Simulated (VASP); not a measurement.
# Se (P3_121) in VASP: notebook

One crystal, Se, is run at these levels: r2SCAN; tasks: relaxation of cell and atoms.

Everything below comes from runs of VASP 6.6.1. Logs are shortened: lines on timing, memory, paths and dates and some standing lists are left out, and cuts for length are marked.

## 1. Starting point

Symmetry: P3_121, No. 152, trigonal system. The conventional cell has a = 4.366 Å, b = 4.366 Å, c = 4.954 Å, α = 90.00°, β = 90.00°, γ = 120.00°. Se (site symmetry 2) has 2 Se at 2.37 Å as nearest neighbours.

## 2. Relaxation of cell and atoms, r2SCAN

Contents of INCAR:

```
PREC     = Accurate       # precision mode
ENCUT    = 600            # plane-wave cutoff, eV
EDIFF    = 1E-6           # SCF threshold, eV
ISMEAR   = 0              # smearing method
SIGMA    = 0.03           # smearing width, eV
LREAL    = False          # projectors in reciprocal space
LASPH    = True           # aspherical terms in the spheres
NELM     = 80             # most SCF steps
ALGO     = Normal         # electronic algorithm
ISIF     = 3              # what is computed and relaxed
LWAVE    = False          # write WAVECAR
LCHARG   = False          # write CHGCAR
METAGGA  = R2SCAN         # meta-GGA
LMIXTAU  = True         
IBRION   = 2              # ionic algorithm
NSW      = 90             # ionic steps
EDIFFG   = -0.01          # ionic threshold
KPAR     = 2
```

Contents of KPOINTS:

```
regular mesh
0
Gamma
  9 9 6
```

Contents of POSCAR:

```
Se
1.0
    4.3662000000      0.0000000000      0.0000000000
   -2.1831000000      3.7812401180      0.0000000000
    0.0000000000      0.0000000000      4.9536000000
Se
3
Direct
    0.2254000000      0.0000000000      0.3333333333
    0.0000000000      0.2254000000      0.6666666667
    0.7746000000      0.7746000000      0.0000000000
```

Potentials or basis: VASP PAW PBE potentials, release 64 (Se).

Command:

```bash
$ cat potpaw_PBE.64/Se/POTCAR > POTCAR
$ mpirun -np 2 vasp_std > vasp.out
```

OUTCAR:

```text
PREC = Accurate
   ENCUT = 600
   EDIFF = 1E-6
   ISMEAR = 0
   LREAL = False
   LASPH = True
   NELM = 80
   ISIF = 3
   METAGGA = R2SCAN
   IBRION = 2
   NSW = 90
   EDIFFG = -0.01

 ion  position               nearest neighbor table
   1  0.225  0.000  0.333-   3 2.37   2 2.37
   2  0.000  0.225  0.667-   3 2.37   1 2.37
   3  0.775  0.775  0.000-   2 2.37   1 2.37

  LATTYP: Found a hexagonal cell.
 ALAT       =     4.3662000000
 C/A-ratio  =     1.1345334616

  Lattice vectors:

 A1 = (   4.3662000000,   0.0000000000,   0.0000000000)
 A2 = (  -2.1831000000,   3.7812401180,   0.0000000000)
 A3 = (   0.0000000000,   0.0000000000,   4.9536000000)

Analysis of symmetry for initial positions (statically):
=====================================================================
 Subroutine PRICEL returns:
 Original cell was already a primitive cell.

 Routine SETGRP: Setting up the symmetry group for a
 hexagonal supercell.

 Subroutine GETGRP returns: Found  6 space group operations
 (whereof  2 operations were pure point group operations)
 out of a pool of 24 trial point group operations.

The static configuration has the point symmetry C_2 .
 The point group associated with its full space group is D_3 .

Analysis of symmetry for dynamics (positions and initial velocities):
=====================================================================
 Subroutine PRICEL returns:
 Original cell was already a primitive cell.

 Routine SETGRP: Setting up the symmetry group for a
 hexagonal supercell.

 Subroutine GETGRP returns: Found  6 space group operations
 (whereof  2 operations were pure point group operations)
 out of a pool of 24 trial point group operations.

The dynamic configuration has the point symmetry C_2 .
 The point group associated with its full space group is D_3 .

 Subroutine INISYM returns: Found  6 space group operations
 (whereof  2 operations are pure point group operations),
 and found     1 'primitive' translations

----------------------------------------------------------------------------------------

                                     Primitive cell

  volume of cell :      81.7822

  direct lattice vectors                    reciprocal lattice vectors
[... 123 lines left out ...]
  energy-cutoff  :      600.00
  volume of cell :       81.78
 maximum number of plane-waves:      2756
 NGX is ok and might be reduce to    36
   NGX = 17   NGY = 17   NGZ = 19

--------------------------------------- Ionic step        1  -------------------------------------------

 number of electron      18.0000000 magnetization

 Free energy of the ion-electron system (eV)
  ---------------------------------------------------
  ext. energy  EPLUGINS =         0.00000000
  ---------------------------------------------------
  free energy    TOTEN  =       -42.91356133 eV

  energy without entropy =      -42.91356133  energy(sigma->0) =      -42.91356133

------------------------ aborting loop because EDIFF is reached ----------------------------------------

  FORCE on cell =-STRESS in cart. coord.  units (eV):
  Direction    XX          YY          ZZ          XY          YZ          ZX
  --------------------------------------------------------------------------------------
  -------------------------------------------------------------------------------------
  Total        0.5275855      0.5275855      0.9522214      0.0000000      0.0000000      0.0000000
  in kB       10.3358121     10.3358121     18.6547609      0.0000000      0.0000000      0.0000000
  external PRESSURE =      13.1087950 kB  Pullay stress =       0.0000000 kB
[... 92 lines left out ...]
  FREE ENERGIE OF THE ION-ELECTRON SYSTEM (eV)
  ---------------------------------------------------
  free  energy   TOTEN  =       -42.9202492965 eV

  energy  without entropy=      -42.9202492965  energy(sigma->0) =      -42.92024930

[... ionic steps 4 to 8 ...]

--------------------------------------- Ionic step        9  -------------------------------------------

 number of electron      18.0000000 magnetization

------------------------ aborting loop because EDIFF is reached ----------------------------------------
[... 69 lines left out ...]
--------------------------------------- Ionic step       11  -------------------------------------------

 number of electron      18.0000000 magnetization

 Free energy of the ion-electron system (eV)
  ---------------------------------------------------
  ext. energy  EPLUGINS =         0.00000000
  ---------------------------------------------------
  free energy    TOTEN  =       -42.92910351 eV

  energy without entropy =      -42.92910351  energy(sigma->0) =      -42.92910351

 E-fermi :   1.8832     XC(G=0):  -8.9250

 val. band max:        1.7402959225   @ k =   0.4444   0.1111   0.5000
 cond. band min:       3.0609574717   @ k =   0.3333   0.3333   0.5000
 fundamental gap:      1.3206615491
 Fermi energy:         1.8831898825

 k-point     1 :       0.0000    0.0000    0.0000
  band No.  band energies     occupation
      1     -14.4844      2.00000
      2     -10.2820      2.00000
      3     -10.2820      2.00000
      4      -2.2280      2.00000
      5      -2.2280      2.00000
      6      -1.9012      2.00000
      7      -0.3123      2.00000
      8      -0.3123      2.00000
      9       1.3573      2.00000
     10       4.0036      0.00000
     11       4.0036      0.00000
     12       4.3395      0.00000
     13       8.2207      0.00000
[... 354 lines left out ...]
  band No.  band energies     occupation
      1     -14.1291      2.00000
      2     -11.3822      2.00000
      3      -9.4827      2.00000
      4      -3.1685      2.00000
      5      -2.9656      2.00000
      6      -1.6247      2.00000
      7      -0.4369      2.00000
      8       0.1867      2.00000
      9       1.0775      2.00000
     10       3.8475      0.00000
     11       4.3775      0.00000
     12       4.8471      0.00000
     13       8.2452      0.00000

 [... further k-points ...]

------------------------ aborting loop because EDIFF is reached ----------------------------------------

  FORCE on cell =-STRESS in cart. coord.  units (eV):
  Direction    XX          YY          ZZ          XY          YZ          ZX
  --------------------------------------------------------------------------------------
  -------------------------------------------------------------------------------------
  Total        0.0076511      0.0076511     -0.0212951     -0.0000000      0.0000000      0.0000000
  in kB        0.1398895      0.1398895     -0.3893502     -0.0000000      0.0000000      0.0000000
  external PRESSURE =      -0.0365237 kB  Pullay stress =       0.0000000 kB
[... 18 lines left out ...]
  FREE ENERGIE OF THE ION-ELECTRON SYSTEM (eV)
  ---------------------------------------------------
  free  energy   TOTEN  =       -42.9291035150 eV

  energy  without entropy=      -42.9291035150  energy(sigma->0) =      -42.92910351

 reached required accuracy - stopping structural energy minimisation
```

CONTCAR:

```text
Se
   1.00000000000000
     4.5010656156351336   -0.0000000000000000    0.0000000000000000
    -2.2505328078175668    3.8980371672367142   -0.0000000000000000
    -0.0000000000000000    0.0000000000000000    4.9944494721424935
  Se
     3
Direct
     0.2171437406037466    0.0000000000000000    0.3333333332999970
     0.0000000000000000    0.2171437406037465    0.6666666667000030
     0.7828562593962535    0.7828562593962536    0.0000000000000000

  0.00000000E+00  0.00000000E+00  0.00000000E+00
  0.00000000E+00  0.00000000E+00  0.00000000E+00
  0.00000000E+00  0.00000000E+00  0.00000000E+00
```

Run time: 7 min. Hardware: 2 MPI ranks of Intel Xeon 6975P-C (Granite Rapids), shared host; peak memory 0.27 GiB.

What came out:

| Item | Value |
| --- | --- |
| Free energy | -42.9291 eV |
| Relaxed volume | 29.21 Å³/atom |
| Relaxed cell | a = 4.501 Å, b = 4.501 Å, c = 4.994 Å, α = 90.00°, β = 90.00°, γ = 120.00° |
| Space group after relaxing (to 0.05 Å) | P3_121 (No. 152) |
| Energy gained by relaxing | 5.2 meV/atom |
| Ionic steps | 11 |
| Pressure after relaxing | 0.0 GPa |
| Largest force after relaxing | 0.009 eV/Å |
| Band gap on the k mesh | 1.32 eV, indirect (least direct gap 1.57 eV) |

Forces on the atoms (eV/Å):
```
Se   0.009  0.000  0.000
Se  -0.005  0.008  0.000
Se  -0.005 -0.008  0.000
```

Step by step:
| step | energy change (eV) | largest force (eV/Å) | pressure (GPa) | volume (Å³) |
| --- | --- | --- | --- | --- |
| 1 | 0.0000 | 0.0562 | 1.31 | 81.78 |
| 2 | -0.0029 | 0.3001 | -0.80 | 84.45 |
| 3 | -0.0067 | 0.1517 | 0.07 | 83.29 |
| 4 | -0.0094 | 0.1071 | 0.08 | 83.76 |
| 5 | -0.0119 | 0.0075 | 0.10 | 84.90 |
| 6 | -0.0131 | 0.0024 | 0.03 | 85.46 |
| 7 | -0.0150 | 0.0315 | -0.18 | 87.13 |
| 8 | -0.0152 | 0.0405 | -0.23 | 87.65 |
| 9 | -0.0153 | 0.0581 | 0.22 | 87.60 |
| 10 | -0.0155 | 0.0116 | 0.00 | 87.63 |
| 11 | -0.0155 | 0.0095 | 0.00 | 87.63 |

Final structure:
```
CELL_PARAMETERS angstrom
4.50107 0.00000 0.00000
-2.25053 3.89804 0.00000
0.00000 0.00000 4.99445
ATOMIC_POSITIONS crystal
Se 0.21714 0.00000 0.33333
Se 0.00000 0.21714 0.66667
Se 0.78286 0.78286 0.00000
```

Levels at points of the mesh, in eV from the valence-band top:
| k point | band 5 | band 6 | band 7 | band 8 | band 9 | band 10 | band 11 | band 12 | band 13 |
| --- | --- | --- | --- | --- | --- | --- | --- | --- | --- |
| (0.00, 0.00, 0.00) | -3.97 | -3.64 | -2.05 | -2.05 | -0.38 | 2.26 | 2.26 | 2.60 | 6.48 |
| (0.00, 0.00, 0.50) | -3.46 | -3.46 | -1.43 | -1.43 | -1.07 | 1.56 | 1.66 | 1.66 | 7.00 |

Caveat: the PAW data sets were made with another functional, which shifts forces and pressure a little; an odd mesh through Γ misses points on the zone boundary, where band edges often lie.

[end of part 1 of 2]
